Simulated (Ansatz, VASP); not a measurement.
## Ru in VASP and in Ansatz

```xyz
1
Lattice="-1.5092 1.5092 1.5092 1.5092 -1.5092 1.5092 1.5092 1.5092 -1.5092" Properties=species:S:1:pos:R:3 pbc="T T T"
Ru    0.0000    0.0000    0.0000
```

Alike in both runs: functional PBEsol; k mesh 20 × 20 × 20; occupations gaussian, width 0.1 eV; no spin polarisation.

Ansatz relaxed the structure, and its values are those at the end. VASP's run is a single point on that final structure, the one shown.

|  | VASP | Ansatz |
| --- | --- | --- |
| version | VASP 6.6.1 | Ansatz 0.2.0 |
| potentials or method | VASP PAW PBE potentials, release 64 (Ru_pv) | scalar-relativistic, plane waves, PAW |
| plane-wave cutoff (eV) | 520 | 420 |
| valence electrons in the cell | 14 | 16 |

```tsv
	VASP	Ansatz	Ansatz less VASP
gap on the k mesh at the Fermi level (eV)	none	none	-
pressure (GPa)	-0.1	0.0	+0.14
```

A gap of «none» marks a metal or a gap that the smearing closes. The functional is the same, so the differences come from potentials, cutoffs and numerics. The two sets of potentials don't hold the same shells in valence.

Caveats: the PAW data sets were made with another functional, which shifts forces and pressure a little (VASP).
